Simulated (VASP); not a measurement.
# SrO (Fm-3m) in VASP: further runs, part 2 of 2

VASP 6.6.1.

## Step 4: Relaxation of the atoms, PBE (a relaxed cell with its volume scaled by 1.04)

INCAR reads:

```
SYSTEM = SrO
PREC = Accurate ; ENCUT = 600
EDIFF = 1E-7 ; ISMEAR = 0
SIGMA = 0.03 ; LREAL = .False.
LASPH = .True. ; NELM = 80
ALGO = Normal ; ISIF = 2
LWAVE = .False. ; LCHARG = .False.
GGA = PE ; IBRION = 2
NSW = 40 ; EDIFFG = -0.01
```

KPOINTS reads:

```
Automatic mesh
0
Gamma
  10 10 10
  0 0 0
```

POSCAR reads:

```
SrO                                     
1.0
    0.0000000000      2.6361910857      2.6361910857
    2.6361910857      0.0000000000      2.6361910857
    2.6361910857      2.6361910857      0.0000000000
  Sr              O             
     1     1
Direct
     0.5000000000000000    0.5000000000000000    0.5000000000000000
     0.0000000000000000    0.0000000000000000    0.0000000000000000
```

Potentials or basis: VASP PAW PBE potentials, release 64 (Sr_sv, O).

Started as:

```sh
cat potpaw_PBE.64/Sr_sv/POTCAR potpaw_PBE.64/O/POTCAR > POTCAR
mpirun -np 1 vasp_std > vasp.out
```

OUTCAR:

```text
SYSTEM = SrO
   PREC = Accurate
   ENCUT = 600
   EDIFF = 1E-7
   ISMEAR = 0
   LREAL = .False.
   LASPH = .True.
   NELM = 80
   ISIF = 2
   GGA = PE
   IBRION = 2
   NSW = 40
   EDIFFG = -0.01

 ion  position               nearest neighbor table
   1  0.500  0.500  0.500-   2 2.64   2 2.64   2 2.64   2 2.64   2 2.64   2 2.64
   2  0.000  0.000  0.000-   1 2.64   1 2.64   1 2.64   1 2.64   1 2.64   1 2.64

  LATTYP: Found a face centered cubic cell.
 ALAT       =     5.2723821714

  Lattice vectors:

 A1 = (   0.0000000000,   2.6361910857,   2.6361910857)
 A2 = (   2.6361910857,   0.0000000000,   2.6361910857)
 A3 = (   2.6361910857,   2.6361910857,   0.0000000000)

Analysis of symmetry for initial positions (statically):
=====================================================================
 Subroutine PRICEL returns:
 Original cell was already a primitive cell.

 Routine SETGRP: Setting up the symmetry group for a
 face centered cubic supercell.

 Subroutine GETGRP returns: Found 48 space group operations
 (whereof 48 operations were pure point group operations)
 out of a pool of 48 trial point group operations.

The static configuration has the point symmetry O_h .

Analysis of symmetry for dynamics (positions and initial velocities):
=====================================================================
 Subroutine PRICEL returns:
 Original cell was already a primitive cell.

 Routine SETGRP: Setting up the symmetry group for a
 face centered cubic supercell.

 Subroutine GETGRP returns: Found 48 space group operations
 (whereof 48 operations were pure point group operations)
 out of a pool of 48 trial point group operations.

The dynamic configuration has the point symmetry O_h .

 Subroutine INISYM returns: Found 48 space group operations
 (whereof 48 operations are pure point group operations),
 and found     1 'primitive' translations

----------------------------------------------------------------------------------------

                                     Primitive cell

  volume of cell :      36.6404

  direct lattice vectors                    reciprocal lattice vectors
     0.000000000  2.636191086  2.636191086    -0.189667586  0.189667586  0.189667586
     2.636191086  0.000000000  2.636191086     0.189667586 -0.189667586  0.189667586
     2.636191086  2.636191086  0.000000000     0.189667586  0.189667586 -0.189667586

  length of vectors
     3.728137186  3.728137186  3.728137186     0.328513896  0.328513896  0.328513896

  position of ions in fractional coordinates (direct lattice)
     0.500000000  0.500000000  0.500000000
     0.000000000  0.000000000  0.000000000

  ion indices of the primitive-cell ions
   primitive index   ion index
                 1           1
                 2           2

----------------------------------------------------------------------------------------

 KPOINTS: Automatic mesh

Automatic generation of k-mesh.
 Grid dimensions read from file:
 generate k-points for:   10   10   10

 Generating k-lattice:

  Cartesian coordinates                     Fractional coordinates (reciprocal lattice)
    -0.018966759  0.018966759  0.018966759     0.100000000  0.000000000  0.000000000
     0.018966759 -0.018966759  0.018966759     0.000000000  0.100000000  0.000000000
     0.018966759  0.018966759 -0.018966759     0.000000000  0.000000000  0.100000000

  Length of vectors
     0.032851390  0.032851390  0.032851390

  Shift w.r.t. Gamma in fractional coordinates (k-lattice)
     0.000000000  0.000000000  0.000000000

 Subroutine IBZKPT returns following result:
 ===========================================

 Found     47 irreducible k-points:

 Following reciprocal coordinates:
            Coordinates               Weight
  0.000000  0.000000  0.000000      1.000000
  0.100000  0.000000  0.000000      8.000000
  0.200000  0.000000  0.000000      8.000000
  0.300000  0.000000  0.000000      8.000000
  0.400000  0.000000  0.000000      8.000000
  0.500000  0.000000  0.000000      4.000000
[... 16 lines left out ...]
  0.300000  0.300000  0.000000      6.000000
  0.400000  0.300000  0.000000     24.000000
 [... further k-points ...]
   k-points           NKPTS =     47   k-points in BZ     NKDIM =     47   number of bands    NBANDS=     12
   number of dos      NEDOS =    301   number of ions     NIONS =      2
   total plane-waves  NPLWV =  27000
   dimension x,y,z NGX =    30 NGY =   30 NGZ =   30
   dimension x,y,z NGXF=    60 NGYF=   60 NGZF=   60
   ions per type =               1   1
   NGX,Y,Z   is equivalent  to a cutoff of  13.38, 13.38, 13.38 a.u.
   NGXF,Y,Z  is equivalent  to a cutoff of  26.76, 26.76, 26.76 a.u.
 SYSTEM =  SrO
   PREC   = accura    normal or accurate (medium, high low for compatibility)
   ISTART =      0    job   : 0-new  1-cont  2-samecut
   ICHARG =      2    charge: 1-file 2-atom 10-const
   ISPIN  =      1    spin polarized calculation?
   LNONCOLLINEAR =      F non collinear calculations
   LSORBIT =      F    spin-orbit coupling
   LASPH  =      T    aspherical Exc in radial PAW
   ENCUT  =  600.0 eV  44.10 Ry    6.64 a.u.   7.45  7.45  7.45*2*pi/ulx,y,z
   NELM   =     80;   NELMIN=  2; NELMDL= -5     # of ELM steps
   EDIFF  = 0.1E-06   stopping-criterion for ELM
   LREAL  =      F    real-space projection
   EDIFFG = -.1E-01   stopping-criterion for IOM
   NSW    =     40    number of steps for IOM
   IBRION =      2    ionic relax: 0-MD 1-quasi-New 2-CG
   NFREE  =      1    steps in history (QN), initial steepest desc. (CG)
   ISIF   =      2    stress and relaxation
   ISYM   =      2    0-nonsym 1-usesym 2-fastsym
   POTIM  = 0.5000    time-step for ionic-motion
   TEBEG  =    0.0;   TEEND  =   0.0 temperature during run
   PSTRESS=    0.0 pullay stress
   NELECT =      16.0000    total number of electrons
   NUPDOWN=      -1.0000    fix difference up-down
   EMIN   =  10.00;   EMAX   =-10.00  energy-range for DOS
   EFERMI =   0.00;   METHOD = LEGACY
   ISMEAR =     0;   SIGMA  =   0.03  broadening in eV -4-tet -1-fermi 0-gaus
   EFERMI_NEDOS =   21; number of points for ismear=-14 and -15
   IALGO  =     38    algorithm
   IMIX   =      4    mixing-type and parameters
     AMIX     =   0.40;   BMIX     =  1.00
     AMIX_MAG =   1.60;   BMIX_MAG =  1.00
  volume/ion in A,a.u.               =      18.32       123.63
  Fermi-wavevector in a.u.,A,eV,Ry     =   1.242018  2.347074 20.988471  1.542609
  Thomas-Fermi vector in A             =   2.376391
   LORBIT       =      0    0 simple, 1 ext, 2 COOP (PROOUT), +10 PAW based schemes
   GGA     = PE    functional components
   LHFCALC =     F    Hartree Fock is set to
   AEXX    =    0.0000 exact exchange contribution
   IVDW    =     0    specifies the selected vdW correction
   LEPSILON=     F    determine dielectric tensor
   LRPA    =     F    only Hartree local field effects (RPA)
 conjugate gradient relaxation of ions
 non-spin polarized calculation
 Gauss-broadening in eV      SIGMA  =   0.03
  energy-cutoff  :      600.00
  volume of cell :       36.64
 maximum number of plane-waves:      1243
 NGX is ok and might be reduce to    30
   NGX = 15   NGY = 15   NGZ = 15

 number of electron      16.0000005 magnetization

 Free energy of the ion-electron system (eV)
  ---------------------------------------------------
  ext. energy  EPLUGINS =         0.00000000
  ---------------------------------------------------
  free energy    TOTEN  =       -12.04425129 eV

  energy without entropy =      -12.04425129  energy(sigma->0) =      -12.04425129

 E-fermi :   1.5513     XC(G=0):  -9.6768

 val. band max:        1.3235751445   @ k =   0.0000   0.0000   0.0000
 cond. band min:       4.6191713669   @ k =   0.5000   0.5000   0.0000
 fundamental gap:      3.2955962225
 Fermi energy:         1.5513368947

 k-point     1 :       0.0000    0.0000    0.0000
  band No.  band energies     occupation
      1     -31.3408      2.00000
      2     -13.6724      2.00000
      3     -13.0467      2.00000
      4     -13.0467      2.00000
      5     -13.0467      2.00000
      6       1.3236      2.00000
      7       1.3236      2.00000
      8       1.3236      2.00000
      9       4.7934      0.00000
     10       7.3618      0.00000
     11       7.3618      0.00000
     12       7.3618      0.00000
[... 331 lines left out ...]
 k-point    24 :       0.4000    0.3000    0.0000
  band No.  band energies     occupation
      1     -31.2379      2.00000
      2     -14.4179      2.00000
      3     -13.3141      2.00000
      4     -13.2642      2.00000
      5     -12.6914      2.00000
      6       0.2654      2.00000
      7       1.0079      2.00000
      8       1.0805      2.00000
      9       5.2476      0.00000
     10       7.9367      0.00000
     11      10.3200      0.00000
     12      10.5366      0.00000

 [... further k-points ...]
[... 5 lines left out ...]
  --------------------------------------------------------------------------------------
  -------------------------------------------------------------------------------------
  Total       -0.7010286     -0.7010286     -0.7010286     -0.0000000      0.0000000     -0.0000000
  in kB      -30.6538955    -30.6538955    -30.6538955     -0.0000000      0.0000000     -0.0000000
  external PRESSURE =     -30.6538955 kB  Pullay stress =       0.0000000 kB

 VOLUME and BASIS-vectors are now :
 -----------------------------------------------------------------------------
  energy-cutoff  :      600.00
  volume of cell :       36.64
      direct lattice vectors                 reciprocal lattice vectors
     0.000000000  2.636191086  2.636191086    -0.189667586  0.189667586  0.189667586
     2.636191086  0.000000000  2.636191086     0.189667586 -0.189667586  0.189667586
     2.636191086  2.636191086  0.000000000     0.189667586  0.189667586 -0.189667586

 POSITION                                       TOTAL-FORCE (eV/Angst)
 -----------------------------------------------------------------------------------
      2.63619      2.63619      2.63619         0.000000      0.000000      0.000000
      0.00000      0.00000      0.00000        -0.000000     -0.000000     -0.000000
 -----------------------------------------------------------------------------------
    total drift:                               -0.000000      0.000000      0.000000

  FREE ENERGIE OF THE ION-ELECTRON SYSTEM (eV)
  ---------------------------------------------------
  free  energy   TOTEN  =       -12.0442512878 eV

  energy  without entropy=      -12.0442512878  energy(sigma->0) =      -12.04425129

 reached required accuracy - stopping structural energy minimisation
```

It took 14 s on 1 thread of Intel Xeon 6975P-C (Granite Rapids), shared host; peak memory 0.18 GiB.

What came out:

```yaml
Free_energy: -12.0443 eV
Pressure_after_relaxing: -3.1 GPa
Band_gap_on_the_k_mesh: 3.30 eV, indirect (least direct gap 3.43 eV)
```

Final structure:
```xyz
2
Lattice="0.0000 2.6362 2.6362 2.6362 0.0000 2.6362 2.6362 2.6362 0.0000" Properties=species:S:1:pos:R:3 pbc="T T T"
Sr    2.6362    2.6362    2.6362
O     0.0000    0.0000    0.0000
```

Caveat: the relaxation stopped at its first step, so nothing moved.

## Step 5: Relaxation of the atoms, PBE (a relaxed cell with its volume scaled by 1.06)

INCAR is that of step 4.

KPOINTS is that of step 4.

POSCAR reads:

```
SrO                                     
1.0
    0.0000000000      2.6529825645      2.6529825645
    2.6529825645      0.0000000000      2.6529825645
    2.6529825645      2.6529825645      0.0000000000
  Sr              O             
     1     1
Direct
     0.5000000000000000    0.5000000000000000    0.5000000000000000
     0.0000000000000000    0.0000000000000000    0.0000000000000000
```

Started as:

```sh
cat potpaw_PBE.64/Sr_sv/POTCAR potpaw_PBE.64/O/POTCAR > POTCAR
mpirun -np 1 vasp_std > vasp.out
```

Wall time 14 s (1 thread of Intel Xeon 6975P-C (Granite Rapids), shared host); peak memory 0.18 GiB.

The run converged. Its results:

```
Free energy             : -12.0287 eV
Pressure after relaxing : -4.4 GPa
Band gap on the k mesh  : 3.30 eV, indirect (least direct gap 3.35 eV)
```

Final structure:
```
CELL_PARAMETERS angstrom
0.00000 2.65298 2.65298
2.65298 0.00000 2.65298
2.65298 2.65298 0.00000
ATOMIC_POSITIONS crystal
Sr 0.50000 0.50000 0.50000
O 0.00000 0.00000 0.00000
```

Levels at points of the mesh, in eV from the valence-band top:
| k point | band 4 | band 5 | band 6 | band 7 | band 8 | band 9 | band 10 | band 11 | band 12 |
| --- | --- | --- | --- | --- | --- | --- | --- | --- | --- |
| (0.00, 0.00, 0.00) | -14.46 | -14.46 | 0.00 | 0.00 | 0.00 | 3.35 | 5.99 | 5.99 | 5.99 |
| (0.50, 0.00, 0.00) | -14.52 | -13.28 | -2.00 | -0.97 | -0.97 | 6.15 | 7.72 | 8.31 | 8.31 |
| (0.50, 0.50, 0.00) | -14.73 | -14.73 | -0.57 | -0.14 | -0.14 | 3.30 | 7.12 | 9.56 | 9.56 |

Caveat: the relaxation stopped at its first step, so nothing moved.

## Step 6: Relaxation of cell and atoms, PBEsol

This run uses another cell than the first one, of 16.90 Å³/atom, 0.959 times its volume.

INCAR reads:

```
PREC = Accurate ; ENCUT = 600
EDIFF = 1E-6 ; ISMEAR = 0
SIGMA = 0.03 ; LREAL = False
LASPH = True ; NELM = 80
ALGO = Normal ; ISIF = 3
LWAVE = False ; LCHARG = False
GGA = PS ; IBRION = 2
NSW = 90 ; EDIFFG = -0.01
```

KPOINTS reads:

```
regular mesh
0
Gamma
  10 10 10
```

POSCAR reads:

```
SrO
1.0
    0.0000000000      2.5663000000      2.5663000000
    2.5663000000      0.0000000000      2.5663000000
    2.5663000000      2.5663000000      0.0000000000
Sr O
1 1
Direct
    0.5000000000      0.5000000000      0.5000000000
    0.0000000000      0.0000000000      0.0000000000
```

Potentials or basis: VASP PAW PBE potentials, release 64 (Sr_sv, O).

Started as:

```sh
cat potpaw_PBE.64/Sr_sv/POTCAR potpaw_PBE.64/O/POTCAR > POTCAR
mpirun -np 1 vasp_std > vasp.out
```

Run time: 14 s. Hardware: 1 thread of AMD EPYC 9R45 (Zen 5), shared host; peak memory 0.15 GiB.

Results (log left out):

```yaml
Free_energy: -12.6412 eV
Pressure_after_relaxing: 0.0 GPa
Band_gap_on_the_k_mesh: 3.15 eV, indirect (least direct gap 3.24 eV)
```

Final structure:
```cif
data_structure
_symmetry_space_group_name_H-M 'P 1'
_symmetry_Int_Tables_number 1
_cell_length_a 3.6293
_cell_length_b 3.6293
_cell_length_c 3.6293
_cell_angle_alpha 60.000
_cell_angle_beta 60.000
_cell_angle_gamma 60.000
_cell_volume 33.80
loop_
_atom_site_label
_atom_site_type_symbol
_atom_site_fract_x
_atom_site_fract_y
_atom_site_fract_z
_atom_site_occupancy
Sr1 Sr 0.50000 0.50000 0.50000 1
O1 O 0.00000 0.00000 0.00000 1
```

Levels at points of the mesh, in eV from the valence-band top:
```csv
k point,band 5,band 6,band 7,band 8,band 9,band 10,band 11,band 12
"(0.00, 0.00, 0.00)",-13.86,0.00,0.00,0.00,3.86,6.17,6.17,6.17
"(0.50, 0.00, 0.00)",-12.67,-2.24,-1.16,-1.16,6.51,8.33,8.88,8.88
"(0.50, 0.50, 0.00)",-14.25,-0.43,-0.08,-0.08,3.15,7.80,10.23,10.27
```

Caveat: the relaxation stopped at its first step, so nothing moved; the PAW data sets were made with another functional, which shifts forces and pressure a little.

## Step 7: Summary

| task | level | cell | gap on the mesh (eV) | pressure (GPa) |
| --- | --- | --- | --- | --- |
| relaxation of the atoms | PBE | atoms relaxed | 3.28 | 0.0 |
| relaxation of the atoms | PBE | atoms relaxed from: a relaxed cell with its volume scaled by 1.02 | 3.29 | -1.6 |
| relaxation of the atoms | PBE | atoms relaxed from: a relaxed cell with its volume scaled by 1.04 | 3.30 | -3.1 |
| relaxation of the atoms | PBE | atoms relaxed from: a relaxed cell with its volume scaled by 1.06 | 3.30 | -4.4 |
| relaxation of cell and atoms | PBEsol | relaxed | 3.15 | 0.0 |

Alike in all rows: potentials or basis VASP PAW PBE potentials, release 64 (Sr_sv, O); no spin polarisation; k mesh 10 × 10 × 10; cutoff (eV) 600; smearing gaussian 0.03 eV.

Caveats: the relaxation stopped at its first step, so nothing moved; the PAW data sets were made with another functional, which shifts forces and pressure a little (some runs).

Absolute energies hang on the potentials; compare differences alone.
